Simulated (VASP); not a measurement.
## C: relaxation of cell and atoms with r2SCAN

The system is C.

```
C
1.0
     0.00000    1.78337    1.78337
     1.78337    0.00000    1.78337
     1.78337    1.78337    0.00000
C
2
Cartesian
  0.0000 0.0000 0.0000
  0.8917 0.8917 0.8917
```

This isn't the form of C at room conditions, which is graphite.

```json
{
 "Program": "VASP 6.6.1",
 "Task": "relaxation of cell and atoms",
 "Functional": "r2SCAN",
 "Potentials or basis": "VASP PAW PBE potentials, release 64 (C)",
 "Cutoff": "600 eV",
 "k mesh": "12 × 12 × 12",
 "Occupations": "gaussian, width 0.02 eV",
 "Spin": "no spin polarisation",
 "Further INCAR settings": "ALGO = Normal; EDIFF = 1e-07; IBRION = 2; EDIFFG = -0.004; NSW = 80; ISIF = 3"
}
```

The relaxed volume is 5.65 Å³/atom and the relaxed cell is a = 2.518 Å, b = 2.518 Å, c = 2.518 Å, α = 60.00°, β = 60.00°, γ = 60.00°. The space group after relaxing (to 0.05 Å) is Fd-3m (No. 227), the energy gained by relaxing is 0.2 meV/atom and the ionic steps are 3. The pressure after relaxing is 0.0 GPa and the band gap on the k mesh is 4.35 eV, indirect (least direct gap 5.85 eV).

Step by step:
```csv
step,energy change (eV),largest force (eV/Å),pressure (GPa),volume (Å³)
1,0.0000,0.0000,-2.09,11.34
2,0.0002,0.0000,2.74,11.22
3,-0.0004,0.0000,0.01,11.29
```

Final structure:
```
CELL_PARAMETERS angstrom
0.00000 1.78056 1.78056
1.78056 0.00000 1.78056
1.78056 1.78056 0.00000
ATOMIC_POSITIONS crystal
C 0.00000 0.00000 0.00000
C 0.25000 0.25000 0.25000
```

Levels at points of the mesh, in eV from the valence-band top:
| k point | band 1 | band 2 | band 3 | band 4 | band 5 | band 6 | band 7 | band 8 |
| --- | --- | --- | --- | --- | --- | --- | --- | --- |
| (0.00, 0.00, 0.00) | -22.76 | 0.00 | 0.00 | 0.00 | 5.85 | 5.85 | 5.85 | 13.93 |
| (0.50, 0.00, 0.00) | -16.79 | -14.10 | -2.99 | -2.99 | 8.90 | 8.90 | 9.19 | 16.74 |
| (0.50, 0.50, 0.00) | -13.62 | -13.62 | -6.69 | -6.69 | 5.01 | 5.01 | 17.95 | 17.95 |

It took 35 s on 1 thread of Intel(R) Xeon(R) 6975P-C (Granite Rapids), with other jobs on the host, peak memory 0.11 GiB.

Caveat: the PAW data sets were made with another functional, which shifts forces and pressure a little. r2SCAN opens gaps a little over a GGA but as a rule still falls short of measured ones.
